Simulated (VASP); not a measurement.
# SnS2 (Berndtite-2T) (P-3m1) in VASP: further runs, part 2 of 2

VASP 6.6.1.

**3. Dielectric tensor, PBE+D3(BJ)**

INCAR reads:

```
PREC     = Accurate       # precision mode
ENCUT    = 600            # plane-wave cutoff, eV
EDIFF    = 1E-8           # SCF threshold, eV
ISMEAR   = 0              # smearing method
SIGMA    = 0.03           # smearing width, eV
LREAL    = False          # projectors in reciprocal space
LASPH    = True           # aspherical terms in the spheres
NELM     = 80             # most SCF steps
ALGO     = Normal         # electronic algorithm
ISIF     = 2              # what is computed and relaxed
LWAVE    = False          # write WAVECAR
LCHARG   = False          # write CHGCAR
GGA      = PE             # functional
IVDW     = 12             # dispersion correction
LEPSILON = True           # dielectric tensor by DFPT
KPAR     = 2
```

KPOINTS reads:

```
regular mesh
0
Gamma
  15 15 8
```

POSCAR reads:

```
SnS2                                    
1.0
    3.6679021733      0.0000000000     -0.0000000000
   -1.8339510866      3.1764964607      0.0000000000
   -0.0000000000      0.0000000000      5.8065056658
  Sn              S             
     1     2
Direct
     0.0000000000000000    0.0000000000000000    0.0000000000000000
     0.3333333332999970    0.6666666667000030    0.2545266950224530
     0.6666666667000030    0.3333333332999970    0.7454733049775470
```

Potentials or basis: VASP PAW PBE potentials, release 64 (Sn_d, S).

On the command line:

```console
> cat potpaw_PBE.64/Sn_d/POTCAR potpaw_PBE.64/S/POTCAR > POTCAR
> mpirun -np 2 vasp_std > vasp.out
```

OUTCAR:

```text
PREC = Accurate
   ENCUT = 600
   EDIFF = 1E-8
   ISMEAR = 0
   LREAL = False
   LASPH = True
   NELM = 80
   ISIF = 2
   GGA = PE
   IVDW = 12
   LEPSILON = True
 IVDW          = 12

 ion  position               nearest neighbor table
   1  0.000  0.000  0.000-   2 2.58   3 2.58   2 2.58   3 2.58   3 2.58   2 2.58
   2  0.333  0.667  0.255-   1 2.58   1 2.58   1 2.58
   3  0.667  0.333  0.745-   1 2.58   1 2.58   1 2.58

  LATTYP: Found a hexagonal cell.
 ALAT       =     3.6679021733
 C/A-ratio  =     1.5830590325

  Lattice vectors:

 A1 = (   3.6679021733,   0.0000000000,   0.0000000000)
 A2 = (  -1.8339510866,   3.1764964607,   0.0000000000)
 A3 = (   0.0000000000,   0.0000000000,   5.8065056658)

Analysis of symmetry for initial positions (statically):
=====================================================================
 Subroutine PRICEL returns:
 Original cell was already a primitive cell.

 Routine SETGRP: Setting up the symmetry group for a
 hexagonal supercell.

 Subroutine GETGRP returns: Found 12 space group operations
 (whereof 12 operations were pure point group operations)
 out of a pool of 24 trial point group operations.

[... 714 lines left out ...]
  free energy    TOTEN  =        -1.15399318 eV

  energy without entropy =       -1.15399318

------------------------ aborting loop because EDIFF is reached ----------------------------------------

 Edisp (eV)   -0.98523

 E8    (eV) :    -0.4026

 PIEZOELECTRIC TENSOR FIELD DIRECTION 3  (e Angst)
 -----------------------------------------------------------------------------
     0.00329 -0.00000  0.00000           (  0.00001  0.00000  0.00000)
     0.00000  0.00329 -0.00000           (  0.00000  0.00001 -0.00000)
     0.00000 -0.00000 -0.00454           (  0.00000 -0.00000 -0.00001)

 PIEZOELECTRIC TENSOR FIELD DIRECTION 3  (C/m^2)
 -----------------------------------------------------------------------------
     0.00078 -0.00000  0.00000
     0.00000  0.00078 -0.00000
     0.00000 -0.00000 -0.00108

 MACROSCOPIC STATIC DIELECTRIC TENSOR (including local field effects in DFT)
 ------------------------------------------------------
           8.675037     0.000000    -0.000000
           0.000000     8.675037     0.000000
           0.000000     0.000000     6.734508
 ------------------------------------------------------

 PIEZOELECTRIC TENSOR (including local field effects)  for field in x, y, z        (e  Angst)
          XX          YY          ZZ          XY          YZ          ZX
  --------------------------------------------------------------------------------
  x     0.00000     0.00000     0.00000     0.00000     0.00000     0.00000
  y     0.00000     0.00000     0.00000     0.00000     0.00000     0.00000
  z     0.00000     0.00000     0.00000     0.00000     0.00000     0.00000

 PIEZOELECTRIC TENSOR (including local field effects)  for field in x, y, z        (C/m^2)
          XX          YY          ZZ          XY          YZ          ZX
  --------------------------------------------------------------------------------
  x     0.00000     0.00000     0.00000     0.00000     0.00000     0.00000
  y     0.00000     0.00000     0.00000     0.00000     0.00000     0.00000
  z     0.00000     0.00000     0.00000     0.00000     0.00000     0.00000

 BORN EFFECTIVE CHARGES (including local field effects) (in |e|, cummulative output)
 ---------------------------------------------------------------------------------
 ion    1
    1     4.93614     0.00000     0.00000
    2     0.00000     4.93614     0.00000
    3     0.00000     0.00000     1.98840
 ion    2
    1    -2.46807    -0.00000     0.00000
    2    -0.00000    -2.46807    -0.00000
    3     0.00000    -0.00000    -0.99420
 ion    3
    1    -2.46807    -0.00000     0.00000
    2    -0.00000    -2.46807     0.00000
    3     0.00000    -0.00000    -0.99420
```

stdout:

```text
POSCAR found type information on POSCAR SnS
 POSCAR found :  2 types and       3 ions
 scaLAPACK will be used
 LDA part: xc-table for (Slater+PW92), standard interpolation
 POSCAR, INCAR and KPOINTS ok, starting setup
 FFT: planning ... GRIDC
 FFT: planning ... GRID_SOFT
 FFT: planning ... GRID
 WAVECAR not read
 entering main loop
 Linear response reoptimize wavefunctions to high precision
 Linear response G [H, r] |phi>, progress :
  Direction:   1
 Linear response G [H, r] |phi>, progress :
  Direction:   2
 Linear response G [H, r] |phi>, progress :
  Direction:   3
 Linear response to external field (no local field effect), progress :
  Direction:   1
 dielectric tensor                  component  1 :     9.609    -2.003    -0.254
 Linear response to external field (no local field effect), progress :
  Direction:   2
 dielectric tensor                  component  2 :    -2.003     8.996    -0.914
 Linear response to external field (no local field effect), progress :
  Direction:   3
 dielectric tensor                  component  3 :    -0.254    -0.914     8.975
 Linear response to external field, progress :
  Direction:   1
 dielectric tensor                  component  1 :     8.675    -0.941     0.064
 Linear response to external field, progress :
  Direction:   2
 dielectric tensor                  component  2 :    -0.932     8.675    -0.000
 Linear response to external field, progress :
  Direction:   3
 dielectric tensor                  component  3 :    -0.284    -0.754     6.735
 Born effective charges drift removed
```

Wall time 27 min (2 MPI ranks of AMD EPYC 7R43 (Zen 3), shared host); peak memory 1.5 GiB.

What came out:

* Band gap on the k mesh: 1.27 eV, indirect (least direct gap 1.74 eV)
* Electronic dielectric tensor (diagonal): 8.68, 8.68, 6.73
* Born charges (mean of the diagonal): Sn +3.95; S -1.98 e
* Dispersion energy per atom: -0.328 eV

Electronic dielectric tensor:
```
8.68 0.00 0.00
0.00 8.68 0.00
0.00 0.00 6.73
```

Born effective charge tensors (e):
atom 1, Sn
```
4.94 0.00 0.00
0.00 4.94 0.00
0.00 0.00 1.99
```
atom 2, S
```
-2.47  0.00  0.00
 0.00 -2.47  0.00
 0.00  0.00 -0.99
```
atom 3, S
```
-2.47  0.00  0.00
 0.00 -2.47  0.00
 0.00  0.00 -0.99
```

Caveat: spin-orbit coupling is left out, which moves the levels of the heavy elements; an odd mesh through Γ misses points on the zone boundary, where band edges often lie.
